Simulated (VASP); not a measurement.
# SnO2 (P6_3/mmc) in VASP: a series of runs

The runs below take SnO2 through single point, with PBE+D3(BJ).

Everything below comes from runs of VASP 6.6.1. Logs are shortened: lines on timing, memory, paths and dates and some standing lists are left out, and cuts for length are marked.

## Step 1: The cell of the first run

The structure is hexagonal, space group P6_3/mmc (No. 194). The conventional cell has a = 3.147 Å, b = 3.147 Å, c = 10.972 Å, α = 90.00°, β = 90.00°, γ = 120.00°. Sn (site symmetry -3m) is surrounded by 6 O at 2.11 Å. O (site symmetry 3m) has 3 Sn at 2.11 Å as nearest neighbours.

Measurements of this composition are mostly on another form, of space group No. 136.

## Step 2: Single point, PBE+D3(BJ) (volume 15.687 Å^3 an atom, c/a of the conventional cell 3.4864)

Input file INCAR:

```
PREC = Accurate
ENCUT = 520
EDIFF = 1E-6
ISMEAR = 0
SIGMA = 0.05
LREAL = F
LASPH = T
NELM = 100
ALGO = Fast
ISIF = 2
LWAVE = F
LCHARG = T
GGA = PE
IVDW = 12
LELF = T
LVHAR = T
NBANDS = 35
```

Input file KPOINTS:

```
Automatic mesh
0
Gamma
  12 12 4
```

Input file POSCAR:

```
SnO2
1.0
    3.1472248191      0.0000000000      0.0000000000
   -1.5736124095      2.7255766448      0.0000000000
    0.0000000000      0.0000000000     10.9724846093
Sn O
2 4
Direct
    0.0000000000      0.0000000000      0.5000000000
    0.0000000000      0.0000000000      0.0000000000
    0.6666666667      0.3333333333      0.4017901367
    0.6666666667      0.3333333333      0.0982098633
    0.3333333333      0.6666666667      0.5982098633
    0.3333333333      0.6666666667      0.9017901367
```

Potentials or basis: VASP PAW PBE potentials, release 64 (Sn_d, O).

Command:

```bash
$ cat potpaw_PBE.64/Sn_d/POTCAR potpaw_PBE.64/O/POTCAR > POTCAR
$ mpirun -np 1 vasp_std > vasp.out
```

OUTCAR:

```text
PREC = Accurate
   ENCUT = 520
   EDIFF = 1E-6
   ISMEAR = 0
   LREAL = F
   LASPH = T
   NELM = 100
   ISIF = 2
   GGA = PE
   IVDW = 12
 IVDW          = 12

 ion  position               nearest neighbor table
   1  0.000  0.000  0.500-   3 2.11   5 2.11   3 2.11   5 2.11   3 2.11   5 2.11
   2  0.000  0.000  0.000-   4 2.11   6 2.11   4 2.11   6 2.11   4 2.11   6 2.11
   3  0.667  0.333  0.402-   1 2.11   1 2.11   1 2.11
   4  0.667  0.333  0.098-   2 2.11   2 2.11   2 2.11
   5  0.333  0.667  0.598-   1 2.11   1 2.11   1 2.11
   6  0.333  0.667  0.902-   2 2.11   2 2.11   2 2.11

  LATTYP: Found a hexagonal cell.
 ALAT       =     3.1472248191
 C/A-ratio  =     3.4864000000

  Lattice vectors:

 A1 = (   3.1472248191,   0.0000000000,   0.0000000000)
 A2 = (  -1.5736124095,   2.7255766448,   0.0000000000)
 A3 = (   0.0000000000,   0.0000000000,  10.9724846093)

Analysis of symmetry for initial positions (statically):
=====================================================================
 Subroutine PRICEL returns:
 Original cell was already a primitive cell.

 Routine SETGRP: Setting up the symmetry group for a
 hexagonal supercell.

 Subroutine GETGRP returns: Found 24 space group operations
 (whereof 12 operations were pure point group operations)
 out of a pool of 24 trial point group operations.

The static configuration has the point symmetry D_3d.
 The point group associated with its full space group is D_6h.

Analysis of symmetry for dynamics (positions and initial velocities):
=====================================================================
 Subroutine PRICEL returns:
 Original cell was already a primitive cell.

 Routine SETGRP: Setting up the symmetry group for a
 hexagonal supercell.

 Subroutine GETGRP returns: Found 24 space group operations
 (whereof 12 operations were pure point group operations)
 out of a pool of 24 trial point group operations.

The dynamic configuration has the point symmetry D_3d.
 The point group associated with its full space group is D_6h.

 Subroutine INISYM returns: Found 24 space group operations
 (whereof 12 operations are pure point group operations),
 and found     1 'primitive' translations

----------------------------------------------------------------------------------------

                                     Primitive cell

  volume of cell :      94.1220

  direct lattice vectors                    reciprocal lattice vectors
     3.147224819  0.000000000  0.000000000     0.317740250  0.183447419  0.000000000
    -1.573612409  2.725576645  0.000000000     0.000000000  0.366894837  0.000000000
     0.000000000  0.000000000 10.972484609     0.000000000  0.000000000  0.091137061

  length of vectors
[... 100 lines left out ...]
   PSTRESS=    0.0 pullay stress
   NELECT =      52.0000    total number of electrons
   NUPDOWN=      -1.0000    fix difference up-down
   EMIN   =  10.00;   EMAX   =-10.00  energy-range for DOS
   EFERMI =   0.00;   METHOD = LEGACY
   ISMEAR =     0;   SIGMA  =   0.05  broadening in eV -4-tet -1-fermi 0-gaus
   EFERMI_NEDOS =   21; number of points for ismear=-14 and -15
   IALGO  =     68    algorithm
   IMIX   =      4    mixing-type and parameters
     AMIX     =   0.40;   BMIX     =  1.00
     AMIX_MAG =   1.60;   BMIX_MAG =  1.00
  volume/ion in A,a.u.               =      15.69       105.86
  Fermi-wavevector in a.u.,A,eV,Ry     =   1.343318  2.538503 24.551764  1.804504
  Thomas-Fermi vector in A             =   2.471402
   LORBIT       =      0    0 simple, 1 ext, 2 COOP (PROOUT), +10 PAW based schemes
   GGA     = PE    functional components
   LHFCALC =     F    Hartree Fock is set to
   AEXX    =    0.0000 exact exchange contribution
   IVDW    =    12    specifies the selected vdW correction
   LEPSILON=     F    determine dielectric tensor
   LRPA    =     F    only Hartree local field effects (RPA)
 non-spin polarized calculation
 RMM-DIIS sequential band-by-band and
 Gauss-broadening in eV      SIGMA  =   0.05
  energy-cutoff  :      520.00
  volume of cell :       94.12
 maximum number of plane-waves:      2554
 NGX is ok and might be reduce to    24
   NGX = 11   NGY = 11   NGZ = 41

 number of electron      52.0000000 magnetization

 Free energy of the ion-electron system (eV)
  ---------------------------------------------------
  ext. energy  EPLUGINS =         0.00000000
  ---------------------------------------------------
  free energy    TOTEN  =       -36.19625968 eV

  energy without entropy =      -36.19625968  energy(sigma->0) =      -36.19625968

 E-fermi :   2.5275     XC(G=0):  -9.3677

 val. band max:        2.2164760337   @ k =   0.2500   0.1667   0.0000
 cond. band min:       4.7138278361   @ k =   0.0000   0.0000   0.0000
 fundamental gap:      2.4973518023
 Fermi energy:         2.5274682935

 k-point     1 :       0.0000    0.0000    0.0000
  band No.  band energies     occupation
      1     -17.6733      2.00000
      2     -17.6726      2.00000
      3     -17.5097      2.00000
      4     -17.5097      2.00000
      5     -17.5097      2.00000
      6     -17.5097      2.00000
[... 901 lines left out ...]
     34      13.9961      0.00000
     35      14.8005      0.00000

 [... further k-points ...]

------------------------ aborting loop because EDIFF is reached ----------------------------------------

 Edisp (eV)   -0.96749

 E8    (eV) :    -0.3783

  FORCE on cell =-STRESS in cart. coord.  units (eV):
  Direction    XX          YY          ZZ          XY          YZ          ZX
  --------------------------------------------------------------------------------------
  -------------------------------------------------------------------------------------
  Total       3.01354     3.01354    -2.22336     0.00000     0.00000     0.00000
  in kB      51.29756    51.29756   -37.84687     0.00000     0.00000     0.00000
  external pressure =       21.58 kB  Pullay stress =        0.00 kB

 VOLUME and BASIS-vectors are now :
 -----------------------------------------------------------------------------
  energy-cutoff  :      520.00
  volume of cell :       94.12
      direct lattice vectors                 reciprocal lattice vectors
     3.147224819  0.000000000  0.000000000     0.317740250  0.183447419  0.000000000
    -1.573612409  2.725576645  0.000000000     0.000000000  0.366894837  0.000000000
     0.000000000  0.000000000 10.972484609     0.000000000  0.000000000  0.091137061

 POSITION                                       TOTAL-FORCE (eV/Angst)
 -----------------------------------------------------------------------------------
      0.00000      0.00000      5.48624        -0.000000     -0.000000      0.000000
      0.00000      0.00000      0.00000        -0.000000     -0.000000      0.000000
      1.57361      0.90853      4.40864        -0.000000     -0.000000      0.375262
      1.57361      0.90853      1.07761         0.000000      0.000000     -0.375262
     -0.00000      1.81705      6.56385         0.000000      0.000000     -0.375262
     -0.00000      1.81705      9.89488         0.000000      0.000000      0.375262
 -----------------------------------------------------------------------------------
    total drift:                               -0.000000      0.000000      0.000000

  FREE ENERGIE OF THE ION-ELECTRON SYSTEM (eV)
  ---------------------------------------------------
  free  energy   TOTEN  =       -37.1637524797 eV

  energy  without entropy=      -37.1637524797  energy(sigma->0) =      -37.16375248
```

stdout:

```text
POSCAR found type information on POSCAR SnO
 POSCAR found :  2 types and       6 ions
 scaLAPACK will be used
 LDA part: xc-table for (Slater+PW92), standard interpolation
 POSCAR, INCAR and KPOINTS ok, starting setup
 FFT: planning ... GRIDC
 FFT: planning ... GRID_SOFT
 FFT: planning ... GRID
 WAVECAR not read
 entering main loop
```

Run time: 3.5 min. Hardware: 1 thread of Intel Xeon Platinum 8259CL at 2.50GHz (Skylake/Cascade Lake), shared host; peak memory 0.3 GiB.

Results:

| Quantity | Value |
| --- | --- |
| Free energy | -37.1638 eV |
| Pressure | 2.2 GPa |
| Largest force | 0.375 eV/Å |
| Band gap on the k mesh | 2.50 eV, indirect (least direct gap 2.86 eV) |
| Dispersion energy per atom | -0.161 eV |

Forces on the atoms (eV/Å):
```
Sn   0.000  0.000  0.000
Sn   0.000  0.000  0.000
O    0.000  0.000  0.375
O    0.000  0.000 -0.375
O    0.000  0.000 -0.375
O    0.000  0.000  0.375
```

Caveat: spin-orbit coupling is left out, which moves the levels of the heavy elements. A k mesh can miss the band edges.

## Step 3: Single point, PBE+D3(BJ) (volume 14.149 Å^3 an atom, c/a of the conventional cell 2.9699)

Input file INCAR:

```
SYSTEM = SnO2
PREC = Accurate
ENCUT = 520
EDIFF = 1E-7
ISMEAR = 0
SIGMA = 0.05
LREAL = .FALSE.
LASPH = .TRUE.
NELM = 100
ALGO = Fast
ISIF = 2
LWAVE = .FALSE.
LCHARG = .FALSE.
GGA = PE
IVDW = 12
NBANDS = 35
```

Input file KPOINTS:

```
regular mesh
0
G
  12 12 4
  0 0 0
```

Changes to POSCAR since step 2:

```diff
@@ -2,5 +2,5 @@
 1.0
-    3.1472248191      0.0000000000      0.0000000000
-   -1.5736124095      2.7255766448      0.0000000000
-    0.0000000000      0.0000000000     10.9724846093
+    3.2077573811      0.0000000000      0.0000000000
+   -1.6038786905      2.7779993812      0.0000000000
+    0.0000000000      0.0000000000      9.5267186462
 Sn O
```

Potentials or basis: VASP PAW PBE potentials, release 64 (Sn_d, O).

Command:

```bash
$ cat potpaw_PBE.64/Sn_d/POTCAR potpaw_PBE.64/O/POTCAR > POTCAR
$ mpirun -np 1 vasp_std > vasp.out
```

It took 3.8 min on 1 thread of Intel Xeon Platinum 8259CL at 2.50GHz (Skylake/Cascade Lake), shared host; peak memory 0.29 GiB.

The run converged. Its results:

```
Free energy                : -37.0548 eV
Pressure                   : 8.8 GPa
Largest force              : 1.093 eV/Å
Band gap on the k mesh     : 1.91 eV, indirect (least direct gap 2.43 eV)
Dispersion energy per atom : -0.181 eV
```

Forces in eV/Å, atoms in the order of the input:
```
Sn   0.000  0.000  0.000
Sn   0.000  0.000  0.000
O    0.000  0.000 -1.093
O    0.000  0.000  1.093
O    0.000  0.000  1.093
O    0.000  0.000 -1.093
```

Stress tensor (GPa, compression positive):
```
 8.10  0.00  0.00
 0.00  8.10  0.00
 0.00  0.00 10.16
```

Levels at points of the mesh, in eV from the valence-band top:
| k point | band 23 | band 24 | band 25 | band 26 | band 27 | band 28 | band 29 | band 30 |
| --- | --- | --- | --- | --- | --- | --- | --- | --- |
| (0.00, 0.00, 0.00) | -1.33 | -1.25 | -1.25 | -0.52 | 1.91 | 3.11 | 5.30 | 6.04 |
| (0.50, 0.00, 0.00) | -0.97 | -0.82 | -0.70 | -0.11 | 5.37 | 5.65 | 6.75 | 7.96 |
| (0.00, 0.00, 0.50) | -1.29 | -1.29 | -1.12 | -1.12 | 2.53 | 2.53 | 5.69 | 5.69 |
| (0.50, 0.00, 0.50) | -0.76 | -0.76 | -0.43 | -0.43 | 5.50 | 5.50 | 7.29 | 7.29 |

Caveat: spin-orbit coupling is left out, which moves the levels of the heavy elements; forces of over 1 eV/Å show positions far from the minimum, so gaps and moduli don't describe the material at rest.
